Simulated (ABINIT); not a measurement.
# Zn (Im-3m) in ABINIT: a series of runs

One crystal, Zn, is run at these levels: LDA, PBEsol, r2SCAN; tasks: equation of state.

All numbers are computed with ABINIT 10.8.3 (patched build); they aren't measurements. Logs are shortened: lines on timing, memory, paths and dates and some standing lists are left out, and cuts for length are marked. The log counts tension as positive stress, the text compression.

**1. Starting point**

It takes space group Im-3m (No. 229, cubic). The conventional cell has a = 3.138 Å, b = 3.138 Å, c = 3.138 Å, α = 90.00°, β = 90.00°, γ = 90.00°. Zn (site symmetry m-3m) has 8 Zn at 2.72 Å as nearest neighbours.

This isn't the form of Zn at room conditions, which is hcp.

**2. Equation of state, LDA**

File run.abi:

```
ndtset 7
getwfk -1
scalecart1 3*0.9795861087
scalecart2 3*0.9864848297
scalecart3 3*0.9932883884
scalecart4 3*1.0000000000
scalecart5 3*1.0066227096
scalecart6 3*1.0131594038
scalecart7 3*1.0196128224

pp_dirpath "./"
pseudos "Zn.LDA_PW-JTH.xml"

acell 5.1356176097 5.1356176097 5.1356176097
rprim
    -0.5773502692     0.5773502692     0.5773502692
     0.5773502692    -0.5773502692     0.5773502692
     0.5773502692     0.5773502692    -0.5773502692
ntypat 1
znucl 30
natom 1
typat 1
xred
     0.0000000000     0.0000000000     0.0000000000

ecut 22.0
pawecutdg 44.0

kptopt 1
ngkpt 12 12 12
nshiftk 1
shiftk 0.0 0.0 0.0

ixc 7

nband 10
occopt 3
tsmear 0.00183747

nstep 100
tolvrs 1.0e-9

iomode 3
prtwf 1
prtden 0
prteig 0
prtebands 0
```

Potentials or basis: JTH PAW LDA v2.0.

On the command line:

```console
$ abinit run.abi > log 2>&1
```

run.abo:

```text
.Version 10.8.3 of ABINIT
 DATASET    1 : space group Im -3 m (#229); Bravais cI (body-center cubic)
================================================================================
 Values of the parameters that define the memory need for DATASET  1.
     intxc =       0    ionmov =       0      iscf =      17    lmnmax =      18
     lnmax =       6     mgfft =      24  mpssoang =       3    mqgrid =    3001
     natom =       1  nloc_mem =       2    nspden =       1   nspinor =       1
    nsppol =       1      nsym =      48    n1xccc =       1    ntypat =       1
    occopt =       3   xclevel =       1
       mpw =         491          nfft =       13824          nkpt =          72
 PAW method is used; the additional fine FFT grid is defined by:
   mgfftf=        32    nfftf =     32768
================================================================================
================================================================================
[... 71 lines left out ...]
 DATASET    7 : space group Im -3 m (#229); Bravais cI (body-center cubic)
================================================================================
 Values of the parameters that define the memory need for DATASET  7.
     intxc =       0    ionmov =       0      iscf =      17    lmnmax =      18
     lnmax =       6     mgfft =      24  mpssoang =       3    mqgrid =    3001
     natom =       1  nloc_mem =       2    nspden =       1   nspinor =       1
    nsppol =       1      nsym =      48    n1xccc =       1    ntypat =       1
    occopt =       3   xclevel =       1
       mpw =         567          nfft =       13824          nkpt =          72
 PAW method is used; the additional fine FFT grid is defined by:
   mgfftf=        32    nfftf =     32768
================================================================================
================================================================================

--------------------------------------------------------------------------------
------------- Echo of variables that govern the present computation ------------
--------------------------------------------------------------------------------
 -outvars: echo values of preprocessed input variables --------
            acell      5.1356176097E+00  5.1356176097E+00  5.1356176097E+00 Bohr
              amu      6.53900000E+01
             ecut      2.20000000E+01 Hartree
           getwfk          -1
                       outvar_i_n : Printing only first  50 k-points.
              ixc           7
           jdtset        1    2    3    4    5    6    7
                       outvar_i_n : Printing only first  50 k-points.
         kptrlatt       12    0    0      0   12    0      0    0   12
          kptrlen1     6.03693560E+01
          kptrlen2     6.07945064E+01
          kptrlen3     6.12137921E+01
          kptrlen4     6.16274113E+01
          kptrlen5     6.20355518E+01
          kptrlen6     6.24383913E+01
          kptrlen7     6.28360988E+01
            natom           1
            nband          10
           ndtset           7
            ngfft          24      24      24
          ngfftdg          32      32      32
             nkpt          72
            nstep         100
             nsym          48
           ntypat           1
                       prtocc : prtvol=0, do not print more k-points.
           occopt           3
        pawecutdg      4.40000000E+01 Hartree
           prtden           0
        prtebands           0
           prteig           0
            rprim1    -5.6556430356E-01  5.6556430356E-01  5.6556430356E-01
                       5.6556430356E-01 -5.6556430356E-01  5.6556430356E-01
                       5.6556430356E-01  5.6556430356E-01 -5.6556430356E-01
            rprim2    -5.6954728199E-01  5.6954728199E-01  5.6954728199E-01
                       5.6954728199E-01 -5.6954728199E-01  5.6954728199E-01
                       5.6954728199E-01  5.6954728199E-01 -5.6954728199E-01
            rprim3    -5.7347531844E-01  5.7347531844E-01  5.7347531844E-01
                       5.7347531844E-01 -5.7347531844E-01  5.7347531844E-01
                       5.7347531844E-01  5.7347531844E-01 -5.7347531844E-01
            rprim4    -5.7735026920E-01  5.7735026920E-01  5.7735026920E-01
                       5.7735026920E-01 -5.7735026920E-01  5.7735026920E-01
                       5.7735026920E-01  5.7735026920E-01 -5.7735026920E-01
            rprim5    -5.8117389237E-01  5.8117389237E-01  5.8117389237E-01
                       5.8117389237E-01 -5.8117389237E-01  5.8117389237E-01
                       5.8117389237E-01  5.8117389237E-01 -5.8117389237E-01
            rprim6    -5.8494785453E-01  5.8494785453E-01  5.8494785453E-01
                       5.8494785453E-01 -5.8494785453E-01  5.8494785453E-01
                       5.8494785453E-01  5.8494785453E-01 -5.8494785453E-01
            rprim7    -5.8867373749E-01  5.8867373749E-01  5.8867373749E-01
                       5.8867373749E-01 -5.8867373749E-01  5.8867373749E-01
                       5.8867373749E-01  5.8867373749E-01 -5.8867373749E-01
          spgroup         229
           tolvrs      1.00000000E-09
           tsmear      1.83747000E-03 Hartree
            typat      1
           useylm           1
                       outvars : Printing only first  50 k-points.
            znucl       30.00000

================================================================================

 chkinp: Checking input parameters for consistency, jdtset=   1.

 chkinp: Checking input parameters for consistency, jdtset=   2.
[... 35 lines left out ...]
 getcut: wavevector=  0.0000  0.0000  0.0000  ngfft=  24  24  24
         ecut(hartree)=     22.000   => boxcut(ratio)=   2.25943

 getcut : COMMENT -
  Note that boxcut > 2.2 ; recall that boxcut=Gcut(box)/Gcut(sphere) = 2
  is sufficient for exact treatment of convolution.
  Such a large boxcut is a waste : you could raise ecut
  e.g. ecut=   28.077708 Hartrees makes boxcut=2

 Fine grid specifications (used for densities):

 getcut: wavevector=  0.0000  0.0000  0.0000  ngfft=  32  32  32
         ecut(hartree)=     44.000   => boxcut(ratio)=   2.13229

--- Pseudopotential description ------------------------------------------------
- pspini: atom type   1  psp file is ./Zn.LDA_PW-JTH.xml
 Pseudopotential format is: paw10
 basis_size (lnmax)=  6 (lmn_size= 18), orbitals=   0   0   1   1   2   2
 Spheres core radius: rc_sph= 2.30769763
 Shapefunction is SIN type: shapef(r)=[sin(pi*r/rshp)/(pi*r/rshp)]**2
 Radius for shape functions =  1.80965103
 Compensation charge density is not taken into account in XC energy/potential

   8.80814475E+01                                ecore*ucvol(ha*bohr**3)
--------------------------------------------------------------------------------

================================================================================

--- !BeginCycle
iteration_state: {dtset: 1, }
solver: {iscf: 17, nstep: 100, nline: 4, wfoptalg: 10, }
tolerances: {tolvrs: 1.00E-09, }
...
[... 172 lines left out ...]
 getcut: wavevector=  0.0000  0.0000  0.0000  ngfft=  24  24  24
         ecut(hartree)=     22.000   => boxcut(ratio)=   2.24363

 getcut : COMMENT -
  Note that boxcut > 2.2 ; recall that boxcut=Gcut(box)/Gcut(sphere) = 2
  is sufficient for exact treatment of convolution.
  Such a large boxcut is a waste : you could raise ecut
  e.g. ecut=   27.686373 Hartrees makes boxcut=2

 Fine grid specifications (used for densities):

 getcut: wavevector=  0.0000  0.0000  0.0000  ngfft=  32  32  32
         ecut(hartree)=     44.000   => boxcut(ratio)=   2.11738
--------------------------------------------------------------------------------
[... 179 lines left out ...]
 getcut: wavevector=  0.0000  0.0000  0.0000  ngfft=  24  24  24
         ecut(hartree)=     22.000   => boxcut(ratio)=   2.22826

 getcut : COMMENT -
  Note that boxcut > 2.2 ; recall that boxcut=Gcut(box)/Gcut(sphere) = 2
  is sufficient for exact treatment of convolution.
  Such a large boxcut is a waste : you could raise ecut
  e.g. ecut=   27.308394 Hartrees makes boxcut=2

 Fine grid specifications (used for densities):

 getcut: wavevector=  0.0000  0.0000  0.0000  ngfft=  32  32  32
         ecut(hartree)=     44.000   => boxcut(ratio)=   2.10288
--------------------------------------------------------------------------------
[... 175 lines left out ...]
 getcut: wavevector=  0.0000  0.0000  0.0000  ngfft=  24  24  24
         ecut(hartree)=     22.000   => boxcut(ratio)=   2.21331

 getcut : COMMENT -
  Note that boxcut > 2.2 ; recall that boxcut=Gcut(box)/Gcut(sphere) = 2
  is sufficient for exact treatment of convolution.
  Such a large boxcut is a waste : you could raise ecut
  e.g. ecut=   26.943058 Hartrees makes boxcut=2

 Fine grid specifications (used for densities):

 getcut: wavevector=  0.0000  0.0000  0.0000  ngfft=  32  32  32
         ecut(hartree)=     44.000   => boxcut(ratio)=   2.08876
--------------------------------------------------------------------------------
[... 708 lines left out ...]
-Cartesian components of stress tensor (GPa)         [Pressure= -1.0725E+01 GPa]
- sigma(1 1)=  1.07250469E+01  sigma(3 2)=  0.00000000E+00
- sigma(2 2)=  1.07250469E+01  sigma(3 1)=  0.00000000E+00
- sigma(3 3)=  1.07250469E+01  sigma(2 1)=  0.00000000E+00

== END DATASET(S) ==============================================================
================================================================================

 -outvars: echo values of variables after computation  --------
            acell      5.1356176097E+00  5.1356176097E+00  5.1356176097E+00 Bohr
           etotal1    -6.4517109651E+01
           etotal2    -6.4516697883E+01
           etotal3    -6.4516208406E+01
           etotal4    -6.4515652931E+01
           etotal5    -6.4515036410E+01
           etotal6    -6.4514363226E+01
           etotal7    -6.4513646100E+01
            fcart1    -0.0000000000E+00 -0.0000000000E+00 -0.0000000000E+00
            fcart2    -0.0000000000E+00 -0.0000000000E+00 -0.0000000000E+00
            fcart3    -0.0000000000E+00 -0.0000000000E+00 -0.0000000000E+00
            fcart4    -0.0000000000E+00 -0.0000000000E+00 -0.0000000000E+00
            fcart5    -0.0000000000E+00 -0.0000000000E+00 -0.0000000000E+00
            fcart6    -0.0000000000E+00 -0.0000000000E+00 -0.0000000000E+00
            fcart7    -0.0000000000E+00 -0.0000000000E+00 -0.0000000000E+00
            rprim1    -5.6556430356E-01  5.6556430356E-01  5.6556430356E-01
                       5.6556430356E-01 -5.6556430356E-01  5.6556430356E-01
                       5.6556430356E-01  5.6556430356E-01 -5.6556430356E-01
[... 17 lines left out ...]
                       5.8867373749E-01  5.8867373749E-01 -5.8867373749E-01
           strten1     1.8746795619E-04  1.8746795619E-04  1.8746795619E-04
                       0.0000000000E+00  0.0000000000E+00  0.0000000000E+00
           strten2     2.2898199221E-04  2.2898199221E-04  2.2898199221E-04
                       0.0000000000E+00  0.0000000000E+00  0.0000000000E+00
           strten3     2.6305421585E-04  2.6305421585E-04  2.6305421585E-04
                       0.0000000000E+00  0.0000000000E+00  0.0000000000E+00
           strten4     2.9249121007E-04  2.9249121007E-04  2.9249121007E-04
                       0.0000000000E+00  0.0000000000E+00  0.0000000000E+00
           strten5     3.2084734927E-04  3.2084734927E-04  3.2084734927E-04
                       0.0000000000E+00  0.0000000000E+00  0.0000000000E+00
           strten6     3.4572423376E-04  3.4572423376E-04  3.4572423376E-04
                       0.0000000000E+00  0.0000000000E+00  0.0000000000E+00
           strten7     3.6453693407E-04  3.6453693407E-04  3.6453693407E-04
                       0.0000000000E+00  0.0000000000E+00  0.0000000000E+00
 Calculation completed.
```

Wall time 2 min (1 thread of Arm Neoverse V1, shared host); peak memory 0.11 GiB.

What came out:

```yaml
Equilibrium_volume: "13.44 Å³/atom (rough: see the caveat)"
Bulk_modulus: 79 GPa (rough)
```

Energy against volume, from the lowest point:
| volume (Å³/atom) | energy (meV/atom) |
| --- | --- |
| 14.524 | 0.00 |
| 14.833 | 11.20 |
| 15.142 | 24.52 |
| 15.451 | 39.64 |
| 15.760 | 56.42 |
| 16.069 | 74.73 |
| 16.378 | 94.25 |

Caveat: pressures at fixed basis lie under the slope of the energies; the minimum lies outside the volumes run.

(Part 1 of 2 ends here.)
